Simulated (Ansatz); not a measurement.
## NaI: a vibration from a frozen displacement

These are results of DFT r2SCAN, scalar-relativistic, plane waves, PAW in Ansatz 0.2.0, not measurements. The runs took a 500 eV cutoff, a Γ-centred 6×6×6 mesh and Gaussian smearing (0.05 eV). Spin–orbit coupling is left out, which matters for the heavy elements here. No spin polarisation. Energies are free energies at this smearing, counted from the undisturbed cell; pressure is positive in compression.

Reference structure (as given, not relaxed at this level; it stands at -0.1 GPa):

```xyz
2
Lattice="0.0000 3.2364 3.2364 3.2364 0.0000 3.2364 3.2364 3.2364 0.0000" Properties=species:S:1:pos:R:3 pbc="T T T"
Na    0.0000    0.0000    0.0000
I     3.2364    3.2364    3.2364
```

Every I atom is moved by x along the Cartesian unit vector (0.000, 1.000, 0.000); the cell and all other atoms stay fixed. The cell's volume is 67.80 Å³; the moved atoms weigh 126.904 u together and the others 22.990 u. Some rows repeat others by symmetry and weren't run.

```csv
x (Å),ΔE (meV/cell),total force on the moved atoms along the move (eV/Å),pressure (GPa)
-0.5000,176.31,0.9581,1.5123
-0.4375,123.81,0.7304,1.0861
-0.3750,84.05,0.5492,0.7418
-0.3125,54.40,0.4054,0.4685
-0.2500,32.78,0.2911,0.2568
-0.1875,17.56,0.1994,0.0996
-0.1250,7.53,0.1241,-0.0087
-0.0625,1.84,0.0594,-0.0722
0.0000,0.00,0.0000,-0.0931
0.0625,1.84,-0.0594,-0.0722
0.1250,7.53,-0.1241,-0.0087
0.1875,17.56,-0.1994,0.0996
0.2500,32.78,-0.2911,0.2568
0.3125,54.40,-0.4054,0.4685
0.3750,84.05,-0.5492,0.7418
0.4375,123.81,-0.7304,1.0861
0.5000,176.31,-0.9581,1.5123
```

Problem. What frequency belongs to this motion?

Solution. The force constant is k = −dF/dx = 0.950 eV/Å², from the parabola through x = -0.0625, 0 and 0.0625. In every cell the moved atoms swing against the rest, so the mass is μ = m₁m₂/(m₁ + m₂) = 19.464 u, and ν̃ = 521.5 cm⁻¹ × √(|k|/μ) = 115 cm⁻¹. To first order in x, and within 1 %, the force on every atom lies along the move and, within each of the two groups, in proportion to the atom's mass, so this is itself a mode at the zone centre of this cell, taken without macroscopic field (the transverse frequency in a polar insulator).

Problem. How far does the harmonic law reach?

Solution. At x = -0.500 Å, kx²/2 = 118.80 meV against the computed 176.31 meV (+48.4 %): the well stiffens in this direction at large amplitude.

Problem. The pressure changes with x². What does that say about the frequency under compression?

Solution. With E = k(V)x²/2, k ∝ V^(−2γ) and x scaling with the cell as V^(1/3), P − P0 = −∂E/∂V = (2γ − 2/3) ΔE/V. At x = 0.1250 Å, V(P − P0) = 67.80 × 0.08438 / 160.2 eV = 35.71 meV and ΔE = 7.53 meV, so γ = 1/3 + V(P − P0)/(2ΔE) = 2.70. This is the Grüneisen parameter of the motion under uniform scaling of the cell: shrinking the cell evenly by 1 % in volume raises the frequency by about 2.70 %.